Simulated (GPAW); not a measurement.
Runs of GPAW 26.7.0 on Pb. It takes space group Fd-3m (No. 227, cubic). The conventional cell has a = 6.878 Å, b = 6.878 Å, c = 6.878 Å, α = 90.00°, β = 90.00°, γ = 90.00°. Around Pb (site symmetry -43m) lie 4 Pb at 2.98 Å. This isn't the form of Pb at room conditions, which is fcc.

```csv
task,level,potentials or basis,cell,smearing,smearing order,band path,band points,gap on the mesh (eV),pressure (GPa)
band structure,LDA,"the program's PAW data sets (release 1.2.1) made for this functional, pw",the cell as VASP's run set it,methfessel-paxton 0.2 eV,1,"GXWKGLUWLK,UX",60,-,(a)
single point,PBEsol,"PAW data sets generated in the run's folder for this functional, pw",as given,gaussian 0.02 eV,-,-,-,none,0.1
single point,PBE,"GPAW PAW data sets (gpaw-data 1.2.1), pw",as given,gaussian 0.1 eV,-,-,-,none,2.1
single point,PBE,"GPAW PAW data sets (gpaw-data 1.2.1), pw",as given,gaussian 0.05 eV,-,-,-,none,2.1
```

Alike in all rows: no spin polarisation; k mesh 7 × 7 × 7; cutoff (eV) 600.

Estimate the missing entries.

(a) -1.0.

Caveats: this smearing can pin the Fermi level at a band edge (some runs); spin-orbit coupling is left out, which moves the levels of the heavy elements (some runs).

A k mesh can miss the band edges, and the runs leave out spin-orbit coupling on Pb.

A gap of «none» marks a metal or a gap under the smearing width.
